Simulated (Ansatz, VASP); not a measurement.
## Si: VASP beside Ansatz

Contents of INCAR:

```
PREC = Accurate
ENCUT = 520
EDIFF = 1E-7
ISMEAR = 0
SIGMA = 0.05
LREAL = F
LASPH = T
NELM = 100
ALGO = Normal
ISIF = 2
LWAVE = F
LCHARG = T
LELF = T
LVHAR = T
NBANDS = 11
```

KPOINTS

```
Automatic mesh
0
Gamma
  12 12 12
```

Contents of POSCAR:

```
Si
1.0
    0.0000000000      2.6288575915      2.7009735863
    2.6288575915      0.0000000000      2.7009735863
    2.6288575915      2.6288575915      0.0000000000
Si
2
Direct
    0.5111071060      0.4888928940      0.4888928940
    0.7388928940      0.7611071060      0.7611071060
```

Input for Ansatz:

```yaml
crystal:
  lattice:
    - [0.0, 2.6288575915, 2.7009735863]
    - [2.6288575915, 0.0, 2.7009735863]
    - [2.6288575915, 2.6288575915, 0.0]
  atoms:
    - { symbol: Si, position: [0.511107106, 0.488892894, 0.488892894] }
    - { symbol: Si, position: [0.738892894, 0.761107106, 0.761107106] }
basis:
  ecutwfc: 420
kpoints:
  mp_grid: { grid: [12, 12, 12] }
hamiltonian:
  xc: lda
scf:
  occupations: { method: gaussian, width: 0.05 }
output:
  forces: true
  stress: true
  eigenvalues: true
  write_density: true
  write_potential: true
  elf: true
  volumetric_format: npy
```

Change from the starting cell: mode 4 frozen in at -0.060 Å, equal normal strain along x and y -0.0267.

Alike in both runs: task single point; functional LDA; k mesh 12 × 12 × 12; occupations gaussian, width 0.05 eV; no spin polarisation.

|  | VASP | Ansatz |
| --- | --- | --- |
| version | VASP 6.6.1 | Ansatz 0.2.0 |
| potentials or method | VASP PAW LDA potentials, release 64 (Si) | scalar-relativistic, plane waves, PAW |
| plane-wave cutoff (eV) | 520 | 420 |
| valence electrons in the cell | 8 | 8 |

Ansatz gave:

```
gap on the k mesh at the Fermi level (eV)       : none
pressure (GPa)                                  : 6.3
largest component of the traceless stress (GPa) : 6.55
rms of the force components (eV/Å)              : 0.970
```

Question: What did VASP give for the same quantities?

Answer: gap on the k mesh at the Fermi level (eV): none; pressure (GPa): 6.4; largest component of the traceless stress (GPa): 6.57; rms of the force components (eV/Å): 0.970.

Atom by atom the forces differ by 0.000 eV/Å (rms over components). A gap of «none» marks a metal or a gap that the smearing closes.

Caveats: forces of over 1 eV/Å show positions far from the minimum, so gaps and moduli don't describe the material at rest.
